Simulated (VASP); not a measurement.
Wanted: the native input for a VASP 6.6.1 run.

```
Task                   : relaxation of cell and atoms
Functional             : LDA
Potentials or basis    : VASP PAW LDA potentials, release 64 (Li_sv, F)
Cutoff                 : 600 eV
k mesh                 : 12 × 12 × 12
Occupations            : gaussian, width 0.03 eV
Spin                   : no spin polarisation
Further INCAR settings : ALGO = Normal; EDIFF = 1e-07; IBRION = 2; EDIFFG = -0.005; NSW = 90; ISIF = 3
```

The structure of LiF (Griceite) lies in POSCAR:

```
LiF                                     
1.0
   -0.0000000000      1.9482173928      1.9482173928
    1.9482173928      0.0000000000      1.9482173928
    1.9482173928      1.9482173928     -0.0000000000
  Li              F             
     1     1
Direct
     0.0000000000000000    0.0000000000000000    1.0000000000000000
     0.5000000000000000    0.5000000000000000    0.5000000000000000
```

These files were run (other wordings do the same):

INCAR

```
  ALGO = Normal
  EDIFF = 1E-7
  EDIFFG = -0.005
  ENCUT = 600
  IBRION = 2
  ISIF = 3
  ISMEAR = 0
  LASPH = True
  LCHARG = False
  LREAL = False
  LWAVE = False
  NELM = 80
  NSW = 90
  PREC = Accurate
  SIGMA = 0.03
```

KPOINTS

```
k-points
0
Gamma
  12 12 12
```

Potentials or basis: VASP PAW LDA potentials, release 64 (Li_sv, F).

Launch:

```sh
$ cat potpaw_LDA.64/Li_sv/POTCAR potpaw_LDA.64/F/POTCAR > POTCAR
$ mpirun -np 1 vasp_std > vasp.out
```

Results of the run:

- Relaxed volume: 7.41 Å³/atom
- Relaxed cell: a = 2.758 Å, b = 2.758 Å, c = 2.758 Å, α = 60.00°, β = 60.00°, γ = 60.00°
- Space group after relaxing (to 0.05 Å): Fm-3m (No. 225)
- Energy gained by relaxing: 0.0 meV/atom
- Ionic steps: 3
- Pressure after relaxing: 0.0 GPa
- Band gap on the k mesh: 9.76 eV, direct

Caveat: the cutoff is under 1.25 times the usual one of these potentials, so pressure, stress and relaxed cells hold a basis-set (Pulay) error.

It took 18 s on 1 thread of Intel(R) Xeon(R) Platinum 8259CL CPU @ 2.50GHz (Skylake/Cascade Lake), with other jobs on the host, peak memory 0.13 GiB.
